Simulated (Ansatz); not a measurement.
# NbSi2N4 monolayer in a perpendicular field

Aim: how the NbSi2N4 monolayer screens a field along its normal, and what the field does to its bands. A positive field points along +c.

Method: plane-wave DFT, PBE-D3(BJ), Ansatz PAW, in Ansatz 0.2.0.

## (1) Starting point

The cell holds 7 atoms: 4 N, 2 Si and 1 Nb. Cell: a = 2.920 Å, b = 2.920 Å, c = 45.359 Å, α = 90.0°, β = 90.0°, γ = 120.0°. Vacuum lies along c.

Structure file:

```xyz
7
Lattice="2.9200 0.0000 0.0000 -1.4600 2.5288 0.0000 0.0000 0.0000 45.3587" Properties=species:S:1:pos:R:3
N     0.0000    0.0000   19.1000
Si    0.0000    1.6859   19.5694
N     0.0000    1.6859   21.3194
Nb    0.0000    0.0000   22.6794
N     0.0000    1.6859   24.0393
Si    0.0000    1.6859   25.7893
N     0.0000    0.0000   26.2587
```

## (2) Relaxing the slab

The starting cell is a guess, so the in-plane lattice and the atoms are relaxed first, with the slab cut off from its images along the normal.

Input file input.yaml:

```yaml
crystal:
  lattice:
    - [2.92, 0.0, 0.0]
    - [-1.46, 2.5287941791, 0.0]
    - [0.0, 0.0, 45.3587341686]
  atoms:
    - { symbol: "N", position: [0.0, 0.0, 0.4210875888] }
    - { symbol: Si, position: [0.3333333333, 0.6666666667, 0.4314369138] }
    - { symbol: "N", position: [0.3333333333, 0.6666666667, 0.4700182373] }
    - { symbol: Nb, position: [0.0, 0.0, 0.5], spin: 1.0 }
    - { symbol: "N", position: [0.3333333333, 0.6666666667, 0.5299817627] }
    - { symbol: Si, position: [0.3333333333, 0.6666666667, 0.5685630862] }
    - { symbol: "N", position: [0.0, 0.0, 0.5789124112] }
  periodic: [true, true, false]
magnetization:
  spin_polarized: true
kpoints:
  mp_grid: { grid: [12, 12, 1] }
hamiltonian:
  xc: pbe
  dispersion: d3bj
scf:
  occupations: { method: fermi_dirac, width: 0.05 }
  convergence: { dr2_threshold: 1.0e-09 }
relax:
  f_tol: 0.004
  max_steps: 90
  cell: {}
output:
  write_potential: true
  write_density: true
  volumetric_format: npy
```

On the command line:

```sh
$ ansatz run input.yaml --threads 2 --pin off --max-ram 3072MiB --backend cpu --events-out ev --progress --plain --runs-dir out
```

Numbers of over 12 decimals in the logs are rounded to 6 here.

The log of the run:

```text
Warning: relax.cell: scf.convergence.dr2_threshold = 1e-9 eV is looser than the 2.37753844499e-10 eV advised for a relaxation that steers and ends on the stress (1e-10 eV for each atom of the cell: 7, times the square of relax.cell.stress_2d_tol = 0.05 N/m over 17.2 Å (the atoms' height at the walk's start and 5 Å past either face), 2.914e-2 GPa, over a crystal's default 0.05). What an SCF threshold leaves in a stress goes as its square root, and in the free energy as the threshold itself, and one threshold admits the most on a small cell: [figures from the program's tests cut] Set scf.convergence.dr2_threshold to 2.37753844499e-10 eV or tighter. [rest of the remark cut]
Engine: ansatz 0.2.0, x86_64-unknown-linux-gnu
Pseudopotentials: kind: paw
Pseudopotential: N, paw, valence charge 5, recommended cutoff 420 eV (normal), N.paw.azcp
Pseudopotential: Si, paw, valence charge 4, recommended cutoff 420 eV (normal), Si.paw.azcp
Pseudopotential: Nb, paw, valence charge 13, recommended cutoff 420 eV (normal), Nb.paw.azcp
Functional definition: PBE
  parameter kappa = 0.804
  parameter beta = 0.066725
  exchange = pbe_x(kappa = kappa, mu = beta*pi^2/3)
  correlation = pbe_c(beta = beta)
Crystal: 7 atoms, lattice volume = 334.932 Å³
Basis set: ecut = 420 eV, 6499 PW (Γ), exchange–correlation on 40×40×640 points (8 copies of the dense FFT grid, shifted against one another)
Bands: 28, of which v1, the nominal top of the filled ones, is band 21 counted from 1 (20 counted from 0)
Symmetry: 12 space group operations
Space group: P-6m2 (ITA 187), of the structure as read, at distance tolerance 6.9e-5 Å
Magnetic group: BNS 187.209 (UNI 1439), of the structure as read, at distance tolerance 6.9e-5 Å
k-points: 19 of 144 (time reversal used)
Non-local potential: N, projectors of the file, l = 0: 2, l = 1: 2, l = 2: 1
Non-local potential: Si, projectors of the file, l = 0: 2, l = 1: 2, l = 2: 2
Non-local potential: Nb, projectors of the file, l = 0: 3, l = 1: 2, l = 2: 2, l = 3: 1
PAW form: soft (Blöchl's): semilocal exchange-correlation on the pseudo side does not see the compensation charge
PAW one-centre angular grid: N, 110 points (default); XC on 64 Gauss nodes
PAW one-centre angular grid: Si, 110 points (default); XC on 64 Gauss nodes
PAW one-centre angular grid: Nb, 590 points (default); XC on 64 Gauss nodes
Initial density: superposition of atomic densities (neutral atoms: chi_scale 0, normalization atom)
Starting moments: Σ|m| = 1 μB on 1 of 7 sites
Initial wavefunctions: pseudopotential atomic-orbital guess
Functional: x = pbe(κ = 0.804, μ = 0.219515), c = pbe(β = 0.066725)
SCF iter   1: F=—  HF=-7376.126603 eV  |F-HF|=—  |Δ(HF+E_count)|=         —  Δρ=4.54e-2 (↑4.54e-2 ↓4.50e-2)  dr2=3.23e1  dr2_m=4.11e-2  M=0.817 μB ∫|m|=0.858 μB  β_m=0.30  ethr=3.10e-3  ⟨swp⟩=14.6  Hψ=9608  notcnv=0  defer=6
Mixer restart at iter 1: flushing history
preconditioner: auto → LDOS  [metal: Δε(μ)=0.054 eV  Ē_g=13.174 eV  σ=0.050 eV  W_gap=0.26  n_scr=26 (ndim 8)  ℏωp=11.7 eV  f_vac=0.754  D(μ)=1.26/eV (n_scr^D=10)]
spin=Collinear: LDOS preconditioning applied to the charge; magnetization (m = ρ↑ − ρ↓) channel mixes plain (no charge-response kernel on spin).
SCF iter   2: F=—  HF=-7368.931207 eV  |F-HF|=—  |Δ(HF+E_count)|=    7.20e0  Δρ=1.84e-2 (↑1.84e-2 ↓1.83e-2)  dr2=5.53e0  dr2_m=1.90e-2  M=0.826 μB ∫|m|=0.863 μB  β_m=0.39  ethr=3.10e-3  ⟨swp⟩=5.2  Hψ=3781  notcnv=0  defer=52
SCF iter   3: F=—  HF=-7367.971551 eV  |F-HF|=—  |Δ(HF+E_count)|=   9.60e-1  Δρ=7.60e-3 (↑7.27e-3 ↓7.60e-3)  dr2=4.04e-1  dr2_m=4.59e-3  M=0.820 μB ∫|m|=0.850 μB  β_m=0.56  ethr=3.10e-3  ⟨swp⟩=5.0  Hψ=3123  notcnv=0  defer=51
SCF iter   4: F=—  HF=-7367.971229 eV  |F-HF|=—  |Δ(HF+E_count)|=   3.22e-4  Δρ=1.84e-3 (↑1.66e-3 ↓1.84e-3)  dr2=3.32e-2  dr2_m=5.37e-4  M=0.835 μB ∫|m|=0.851 μB  β_m=0.58  ethr=9.84e-4  ⟨swp⟩=3.7  Hψ=2056  notcnv=0  defer=48
SCF iter   5: F=—  HF=-7367.976322 eV  |F-HF|=—  |Δ(HF+E_count)|=         —  Δρ=6.28e-4 (↑5.50e-4 ↓6.28e-4)  dr2=1.84e-3  dr2_m=2.54e-4  M=0.853 μB ∫|m|=0.865 μB  β_m=0.58  ethr=8.11e-5  ⟨swp⟩=3.3  Hψ=2757  notcnv=0  defer=48
SCF iter   6: F=—  HF=-7367.978253 eV  |F-HF|=—  |Δ(HF+E_count)|=   1.93e-3  Δρ=4.50e-4 (↑3.41e-4 ↓4.50e-4)  dr2=6.15e-4  dr2_m=2.22e-4  M=0.873 μB ∫|m|=0.885 μB  β_m=0.79  ethr=4.48e-6  ⟨swp⟩=3.3  Hψ=2299  notcnv=0  defer=48
SCF iter   7: F=—  HF=-7367.980724 eV  |F-HF|=—  |Δ(HF+E_count)|=   2.47e-3  Δρ=2.25e-4 (↑1.79e-4 ↓2.25e-4)  dr2=6.76e-5  dr2_m=1.16e-4  M=0.915 μB ∫|m|=0.927 μB  β_m=0.89  ethr=1.50e-6  ⟨swp⟩=3.1  Hψ=2346  notcnv=0  defer=48
SCF iter   8: F=—  HF=-7367.981106 eV  |F-HF|=—  |Δ(HF+E_count)|=   3.82e-4  Δρ=5.78e-5 (↑5.78e-5 ↓5.01e-5)  dr2=3.79e-5  dr2_m=4.02e-6  M=0.936 μB ∫|m|=0.949 μB  β_m=0.83  ethr=1.65e-7  ⟨swp⟩=4.6  Hψ=2849  notcnv=0  defer=48
SCF iter   9: F=—  HF=-7367.981473 eV  |F-HF|=—  |Δ(HF+E_count)|=   3.67e-4  Δρ=3.01e-5 (↑1.86e-5 ↓3.01e-5)  dr2=7.87e-6  dr2_m=1.18e-6  M=0.937 μB ∫|m|=0.950 μB  β_m=0.77  ethr=9.25e-8  ⟨swp⟩=3.9  Hψ=2513  notcnv=0  defer=48
SCF iter  10: F=—  HF=-7367.981475 eV  |F-HF|=—  |Δ(HF+E_count)|=   1.44e-6  Δρ=1.13e-5 (↑9.06e-6 ↓1.13e-5)  dr2=2.31e-7  dr2_m=2.68e-7  M=0.938 μB ∫|m|=0.951 μB  β_m=0.82  ethr=1.92e-8  ⟨swp⟩=3.3  Hψ=2226  notcnv=0  defer=48
SCF iter  11: F=—  HF=-7367.981475 eV  |F-HF|=—  |Δ(HF+E_count)|=   6.58e-7  Δρ=2.39e-6 (↑2.39e-6 ↓2.21e-6)  dr2=1.99e-8  dr2_m=1.29e-8  M=0.938 μB ∫|m|=0.951 μB  β_m=0.82  ethr=5.63e-10  ⟨swp⟩=3.2  Hψ=2465  notcnv=0  defer=48
SCF iter  12: F=—  HF=-7367.981475 eV  |F-HF|=—  |Δ(HF+E_count)|=   1.69e-8  Δρ=8.12e-7 (↑6.84e-7 ↓8.12e-7)  dr2=3.77e-9  dr2_m=1.14e-9  M=0.938 μB ∫|m|=0.951 μB  β_m=0.82  ethr=4.87e-11  ⟨swp⟩=3.6  Hψ=2604  notcnv=0  defer=48
SCF iter  13: F=-7367.981475 eV  HF=-7367.981475 eV  |F-HF|=8.67e-9  |Δ(HF+E_count)|=   2.22e-8  Δρ=2.64e-7 (↑2.47e-7 ↓2.64e-7)  dr2=5.32e-10  dr2_m=7.20e-11  M=0.938 μB ∫|m|=0.951 μB  ethr=2.44e-12  ⟨swp⟩=10.3  Hψ=9725  notcnv=0
SCF 1 converged in 13 iterations: F = -7367.981475 eV  dr2 = 5.32e-10
  greatest PAW one-centre occupation: 0.999 electrons in one spin orbital (limit 2), on the Nb atom at site 3 (counted from 0), in its partial waves of l = 0
relax step   1: F+E_penalty+E_count = -7367.98147548 eV  Δ(F+E_penalty+E_count) = +0.000e0 eV  max|allowed force component| = 1.862e0 eV/Å  Δτ_max = 0.0000 Å  P = +4.957 N/m  Ω = 334.932 Å³  fix = [c, alpha, beta]  reactions: c +0.000 N/m  (13 SCF iters, accepted)
Crystal: 7 atoms, lattice volume = 341.444 Å³
[...]
relax step   5: F+E_penalty+E_count = -7368.24701865 eV  Δ(F+E_penalty+E_count) = -5.597e-4 eV  max|allowed force component| = 4.989e-3 eV/Å  Δτ_max = 0.0030 Å  P = +0.007 N/m  Ω = 341.758 Å³  energy of the carried Pulay correction = -4.342e-3 eV  fix = [c, alpha, beta]  reactions: c +0.000 N/m  (8 SCF iters, accepted)
[...]
relax step   6: F+E_penalty+E_count = -7368.24701414 eV  Δ(F+E_penalty+E_count) = +4.510e-6 eV  max|allowed force component| = 7.332e-5 eV/Å  Δτ_max = 0.0001 Å  P = +0.000 N/m  Ω = 341.766 Å³  energy of the carried Pulay correction = -4.347e-3 eV  fix = [c, alpha, beta]  reactions: c +0.000 N/m  (5 SCF iters, accepted)
[...]
relax step   7: F+E_penalty+E_count = -7368.25193638 eV  Δ(F+E_penalty+E_count) = -4.922e-3 eV  max|allowed force component| = 2.733e-4 eV/Å  Δτ_max = 0.0000 Å  P = +0.135 N/m  Ω = 341.766 Å³  fix = [c, alpha, beta]  reactions: c +0.000 N/m  stress off target by 1.35e-1 N/m on what of the cell is left free  SCF on the basis re-selected at this cell (its energy is not comparable with the rows above)  (6 SCF iters)
[...]
relax step   8: F+E_penalty+E_count = -7368.25186014 eV  Δ(F+E_penalty+E_count) = +7.624e-5 eV  max|allowed force component| = 4.355e-4 eV/Å  Δτ_max = 0.0003 Å  P = +0.002 N/m  Ω = 341.905 Å³  energy of the carried Pulay correction = -8.931e-5 eV  fix = [c, alpha, beta]  reactions: c +0.000 N/m  (6 SCF iters, accepted)
iter 1 solved again at ethr=1.41e-7 eV; its pass at ethr=3.10e-3 eV (dr2=5.78e-5 eV) is discarded
SCF iter   1: F=—  HF=-7368.251903 eV  |F-HF|=—  |Δ(HF+E_count)|=         —  Δρ=9.26e-7 (↑8.90e-7 ↓9.26e-7)  dr2=3.28e-9  dr2_m=7.12e-11  M=0.864 μB ∫|m|=0.880 μB  β_m=0.65  ethr=1.41e-7  ⟨swp⟩=7.4  Hψ=15990  notcnv=0
eigensolver tolerance schedule: the retry pair's looser diagonalisation over-reported the residual by 17611.78 of it (diagonalisation noise at 4.04 of the residual, at the tolerance the schedule requests for it); recorded, not acted on — ethr = c·dr2/N_el stays at c = 1.0e-1
preconditioner: auto → LDOS  [metal: Δε(μ)=0.088 eV  Ē_g=11.863 eV  σ=0.050 eV  W_gap=0.40  n_scr=26 (ndim 8)  ℏωp=11.5 eV  f_vac=0.768  D(μ)=1.42/eV (n_scr^D=12)]
spin=Collinear: LDOS preconditioning applied to the charge; magnetization (m = ρ↑ − ρ↓) channel mixes plain (no charge-response kernel on spin).
SCF iter   2: F=—  HF=-7368.251969 eV  |F-HF|=—  |Δ(HF+E_count)|=   6.64e-5  Δρ=5.61e-7 (↑5.25e-7 ↓5.61e-7)  dr2=3.00e-9  dr2_m=1.98e-11  M=0.864 μB ∫|m|=0.880 μB  β_m=0.37  ethr=8.01e-12  ⟨swp⟩=7.1  Hψ=4965  notcnv=0
SCF iter   3: F=—  HF=-7368.251969 eV  |F-HF|=—  |Δ(HF+E_count)|=  2.91e-10  Δρ=3.81e-7 (↑3.64e-7 ↓3.81e-7)  dr2=5.61e-10  dr2_m=8.40e-12  M=0.864 μB ∫|m|=0.880 μB  β_m=0.69  ethr=7.33e-12  ⟨swp⟩=2.2  Hψ=1543  notcnv=0
SCF iter   4: F=-7368.251969 eV  HF=-7368.251969 eV  |F-HF|=3.27e-10  |Δ(HF+E_count)|=  8.55e-10  Δρ=1.15e-7 (↑1.12e-7 ↓1.15e-7)  dr2=1.10e-10  dr2_m=5.78e-13  M=0.864 μB ∫|m|=0.880 μB  ethr=1.37e-12  ⟨swp⟩=15.7  Hψ=10439  notcnv=0
SCF 9 converged in 4 iterations: F = -7368.251969 eV  dr2 = 1.10e-10
relax step   9: F+E_penalty+E_count = -7368.25196908 eV  Δ(F+E_penalty+E_count) = -1.089e-4 eV  max|allowed force component| = 4.544e-4 eV/Å  Δτ_max = 0.0000 Å  P = +0.003 N/m  Ω = 341.905 Å³  fix = [c, alpha, beta]  reactions: c +0.000 N/m  stress off target by 2.95e-3 N/m on what of the cell is left free  SCF on the basis re-selected at this cell (its energy is not comparable with the rows above)  (4 SCF iters)
basis re-selected at this cell: Δ(F+E_penalty+E_count) = -1.089e-4 eV, ΔP = +0.001 N/m vs the last step (what re-selecting the basis moved, of the pressure what is left beyond the Pulay correction that the steps carried, after the strain that the cell walked since its last selection, with what the two solves' SCF thresholds leave and, on support functions, any second-order correction that the steps lacked; it is no m [...]
WARN: The output density's exchange-correlation potential varies sharply where the density is thin. Do not read a vacuum level from v_tot or v_xc, or from such a field of the output density. On a cell that repeats whose density bears no net charge and no dipole along the vacuum's axis use v_es (v_loc + v_h of the components); under efield.dipole_correction with no amplitude use v_es + v_field, which holds any externa [...]
SCF converged after 4 iterations
Magnetization: 0.8639 μB (20.9320 up, 20.0680 down)
Absolute magnetization: 0.8808 μB (∫|ρ↑−ρ↓|, with the PAW one-centre terms)
Spin contamination: 0.0038 ħ² per cell (⟨S²⟩ above its minimum at these occupations)
Per-site moments (μB) at R_I (Å): [(0.00797996, 0.732723), (0.00365232, 0.720719), (0.00695606, 0.720719), (0.351967, 0.873160), (0.00695606, 0.720719), (0.00365232, 0.720719), (0.00797996, 0.732723)]
Free energy (F): -7368.251969 eV
Harris-Foulkes:  -7368.251969 eV  (|F-HF|=3.27e-10)
Internal energy: -7368.240065 eV  (E = F + TS)
E sigma→0 (E₀):  -7368.246017 eV
Entropy (-TS):   -0.011904 eV (-1.701 meV/atom)
Fermi energy:    -5.447453 eV
--- Per-component energies (eV) ---
  E_band       = -762.098854
  E_kinetic    = 1019.681052
  E_local      = -176782.110739  (includes V_loc(G=0)·N_el)
  E_nonlocal   = 346.839211
  E_hartree    = 87731.418514
  E_xc         = -532.298649
  E_vxc        = -620.153866  (∫ρ·V_xc dr)
  E_paw        = -4608.303899  (= ΣΔE_a)
  E_vpaw       = -189.193439  (= ΣTr[D̂ρ^β])
  E_aug_tail   = 0.000419  (compensation charges beyond the density's cutoff)
  E_ewald      = 85458.398913
  E_disp       = -1.864887  (pairwise vdW)
  E_smearing   = -0.011904  (= −TS)
  E_closure    = -0.000000  (closes the sum)
  Σ components = -7368.251969   (vs F -7368.251969, Δ=0.00e0)
--- Forces (eV/Å), atoms counted from 1 ---
  atom   1  N      0.00000000     0.00000000    -0.00013087
  atom   2  Si     0.00000000    -0.00000000     0.00045440
  atom   3  N     -0.00000000     0.00000000    -0.00009516
  atom   4  Nb     0.00000000     0.00000000     0.00000000
  atom   5  N     -0.00000000     0.00000000     0.00009516
  atom   6  Si     0.00000000    -0.00000000    -0.00045440
  atom   7  N      0.00000000     0.00000000     0.00013087
  max |Σ_I F_I| component: 5.18e-16 eV/Å
--- 2D stress c σ (N/m, compression-positive) ---
        0.002954      -0.000000       0.000000
        0.000000       0.002954       0.000000
        0.000000       0.000000       0.000000
  P = ½ c Tr σ = 0.0030 N/m
--- Band table (eV; the first three rows and the last of 38) ---
  k-point 0 ↑: bands = [... 17 lower, -7.5962, -7.5962, -7.5711, -5.1576, -2.1389, -2.1389, -1.6696, -1.6655, ... 3 higher]
  k-point 1 ↑: bands = [... 17 lower, -7.8313, -7.7283, -7.3674, -5.2256, -2.4182, -2.1406, -1.8513, -1.3442, ... 3 higher]
  k-point 2 ↑: bands = [... 17 lower, -8.0645, -8.0563, -7.4051, -5.6051, -2.4660, -2.1225, -1.8585, -0.8584, ... 3 higher]
  k-point 18 ↓: bands = [... 17 lower, -9.1029, -7.2620, -6.5366, -4.7340, -2.1759, -1.4849, -0.1773, 0.1170, ... 3 higher]
  the weakly bound empty levels are not read free of the cell's end (no_gap_told)
--- Relaxed structure (7 steps of the walk, 7 accepted, 2 SCFs on fresh bases) ---
  F+E_penalty+E_count = -7368.25196908 eV   max|allowed force component| = 4.544e-4 eV/Å   (the final SCF, on the basis selected at the relaxed cell)
  cell:  # Å, volume = 341.9054 Å³
    - [2.950239, 1.6786004900822587e-18, 0]
    - [-1.475119, 2.554982, 0]
    - [0, 0, 45.3587341686]
  atoms:
    - { symbol: N, position: [1.012019907420562e-17, -5.135725556199063e-17, 0.422665] }
    - { symbol: Si, position: [0.333333, 0.666667, 0.433774] }
    - { symbol: N, position: [0.333333, 0.666667, 0.472294] }
    - { symbol: Nb, position: [1.0573552618554962e-17, -5.135725556199063e-17, 0.500000] }
    - { symbol: N, position: [0.333333, 0.666667, 0.527706] }
    - { symbol: Si, position: [0.333333, 0.666667, 0.566226] }
    - { symbol: N, position: [1.102690616290436e-17, -5.135725556199063e-17, 0.577335] }
```

It took 5.3 min on 2 threads of Intel Xeon at 2.70GHz, shared host; peak memory 0.76 GiB; 9.9 min of CPU time.

The steps of the relaxation:

```csv
step,energy less that of the first step (eV),largest force component (eV/Å),volume (Å³)
1,0.0000,1.8621,334.93
2,-0.1915,1.0732,341.44
3,-0.2611,0.2547,340.28
4,-0.2650,0.1132,341.07
5,-0.2655,0.0050,341.76
6,-0.2655,0.0001,341.77
7*,-0.2705,0.0003,341.77
8,-0.2704,0.0004,341.91
9*,-0.2705,0.0005,341.91
```

Relaxation steps marked * repeat the geometry before them on a plane-wave basis chosen anew for their cell, so energy and pressure can jump there.

The run keeps the 12 symmetry operations that it works with, so distortions that break them were not tested.

| cell as run | before | after | change |
| --- | --- | --- | --- |
| a (Å) | 2.920 | 2.950 | +1.0 % |
| b (Å) | 2.920 | 2.950 | +1.0 % |

The atoms that moved most (Å, along periodic axes as changes of fractional coordinates times the final cell, across vacuum about the mean position):

```csv
atom,dx,dy,dz,length
Si6,0.000,0.000,-0.106,0.106
Si2,0.000,0.000,0.106,0.106
N5,0.000,0.000,-0.103,0.103
N3,0.000,0.000,0.103,0.103
N1,0.000,0.000,0.072,0.072
N7,0.000,0.000,-0.072,0.072
```

The relaxed structure:

```xyz
7
Lattice="2.9502 0.0000 0.0000 -1.4751 2.5550 0.0000 0.0000 0.0000 45.3587" Properties=species:S:1:pos:R:3
N     0.0000    0.0000   19.1715
Si    0.0000    1.7033   19.6755
N     0.0000    1.7033   21.4227
Nb    0.0000    0.0000   22.6794
N     0.0000    1.7033   23.9361
Si    0.0000    1.7033   25.6833
N     0.0000    0.0000   26.1872
```

This step gave:

```
energy at zero smearing : -7368.2460 eV
total moment            : 0.8639 μB
site moments            : 0.007980, 0.003652, 0.006956, 0.3520, 0.006956, 0.003652, 0.007980 μB
```

Site moment by atom:

```csv
atom,site moment (μB)
N1,0.008
Si2,0.004
N3,0.007
Nb4,0.352
N5,0.007
Si6,0.004
N7,0.008
```

The lattice constant a goes from 2.920 to 2.950 Å.

(Continued in part 2 of 3.)

[Logs are printed without paths, hosts, clocks, repeated set-up lines and the standing remarks that a program may print on its own settings, such as how far it seeks lower states.]

[Hosts, paths, dates, database ids (printed as entryN), source tags and the programs' standing remarks are cut or masked in the printed files.]

[Maps of the electrostatic potential energy from Ansatz leave out the sawtooth potential of an applied field or a dipole correction, so their vacuum need not be flat; planar profiles and work functions include it.]
